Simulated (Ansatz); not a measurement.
# CaF2: the cost of one run

Method: DFT PBEsol, scalar-relativistic, plane waves, PAW, in Ansatz 0.2.0.

3 further runs of the same task are left out: 1 that didn't finish, 2 set aside as unsound or not needed.

### 1 Starting point

It takes space group Fm-3m (No. 225, cubic). The conventional cell has a = 5.421 Å, b = 5.421 Å, c = 5.421 Å, α = 90.00°, β = 90.00°, γ = 90.00°. Ca (site symmetry m-3m) has 8 F at 2.35 Å as nearest neighbours. F (site symmetry -43m) has 4 Ca at 2.35 Å as nearest neighbours.

As a file:

```cif
data_structure
_symmetry_space_group_name_H-M 'P 1'
_symmetry_Int_Tables_number 1
_cell_length_a 5.4208
_cell_length_b 5.4208
_cell_length_c 5.4208
_cell_angle_alpha 90.000
_cell_angle_beta 90.000
_cell_angle_gamma 90.000
_cell_volume 159.29
loop_
_atom_site_label
_atom_site_type_symbol
_atom_site_fract_x
_atom_site_fract_y
_atom_site_fract_z
_atom_site_occupancy
Ca1 Ca 0.00000 0.00000 0.00000 1
Ca2 Ca 0.50000 0.50000 0.00000 1
Ca3 Ca 0.50000 0.00000 0.50000 1
Ca4 Ca 0.00000 0.50000 0.50000 1
F1 F 0.25000 0.25000 0.25000 1
F2 F 0.75000 0.75000 0.25000 1
F3 F 0.75000 0.25000 0.75000 1
F4 F 0.25000 0.75000 0.75000 1
F5 F 0.75000 0.75000 0.75000 1
F6 F 0.25000 0.25000 0.75000 1
F7 F 0.25000 0.75000 0.25000 1
F8 F 0.75000 0.25000 0.25000 1
```

It is built from the cell relaxed beforehand with the same method (13.27 Å³/atom).

### 2 Zero of the scan

input.yaml reads:

```yaml
crystal:
  lattice:
    - [5.420763907, 0.0, 0.0]
    - [0.0, -5.420763907, 0.0]
    - [0.0, 0.0, -5.420763907]
  atoms:
    - { symbol: Ca, position: [0.0, 0.0, 0.0] }
    - { symbol: Ca, position: [0.5, 0.5, 0.0] }
    - { symbol: Ca, position: [0.5, 0.0, 0.5] }
    - { symbol: Ca, position: [0.0, 0.5, 0.5] }
    - { symbol: F, position: [0.25, 0.25, 0.25] }
    - { symbol: F, position: [0.75, 0.75, 0.25] }
    - { symbol: F, position: [0.75, 0.25, 0.75] }
    - { symbol: F, position: [0.25, 0.75, 0.75] }
    - { symbol: F, position: [0.75, 0.75, 0.75] }
    - { symbol: F, position: [0.25, 0.25, 0.75] }
    - { symbol: F, position: [0.25, 0.75, 0.25] }
    - { symbol: F, position: [0.75, 0.25, 0.25] }
basis:
  ecutwfc: 420
kpoints:
  mp_grid: { grid: [4, 4, 4] }
hamiltonian:
  xc: pbesol
scf:
  occupations: { method: gaussian, width: 0.05 }
output:
  forces: true
  stress: true
  eigenvalues: true
  write_density: true
  write_potential: true
  elf: true
  volumetric_format: npy
```

Command:

```
> ansatz run input.yaml --threads 1 --pin off --max-ram 2560MiB --backend cpu --events-out ev --progress --plain --runs-dir out
```

Q: Estimate wall time and peak memory on 1 thread of AMD EPYC 9R45 (Zen 5), shared host.

About 1.9 s, with a peak of 0.47 GiB.
